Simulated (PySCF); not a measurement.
# C4H6 (Methylenecyclopropane): the cost of one run

Programs: PySCF 2.14.0, with density-fitted response routines of our own. Each step states its level of theory. These are calculated values for one molecule in the gas phase, unless marked as measured. Atoms are numbered from 0 throughout.

## Step 1: The starting structure

10 atoms, charge 0, multiplicity 1; geometry from: MMFF94s.

Bonds of the start (Å): C0–C1 1.31, C1–C2 1.41, C2–C3 1.57, C3–C1 1.41, C0–H4 1.08, C0–H5 1.08, C2–H6 1.08, C2–H7 1.08, C3–H8 1.08, C3–H9 1.08.

## Step 2: Relaxing the molecule at PBE0-D3(BJ)/def2-SVP

The job: settings as JSON, then the geometry in Å.

```
{"job": {"xc": "PBE0", "basis": "def2-SVP", "d3": "d3bj", "grid": 1, "kind": "geom"}, "charge": 0, "multiplicity": 1}
C      1.540832    -0.467370    -0.031093
C      0.284263    -0.086224    -0.005737
C     -1.062173    -0.495547    -0.027089
C     -0.606272     1.001625     0.060757
H      2.344830     0.258840     0.010248
H      1.803990    -1.517275    -0.093967
H     -1.450506    -0.963210     0.866847
H     -1.454513    -0.854305    -0.968363
H     -0.702229     1.616183    -0.823406
H     -0.698222     1.507283     1.011803
```

On the command line:

```console
OMP_NUM_THREADS=1 python probes_run.py task.json out
```

One launch serves the whole session: the jobs run in the order shown.

**Question.** How long does this first job take on 1 thread of Intel Xeon 6975P-C, shared host, and how much memory does it need?

About 10 s, with a peak of 0.36 GiB.
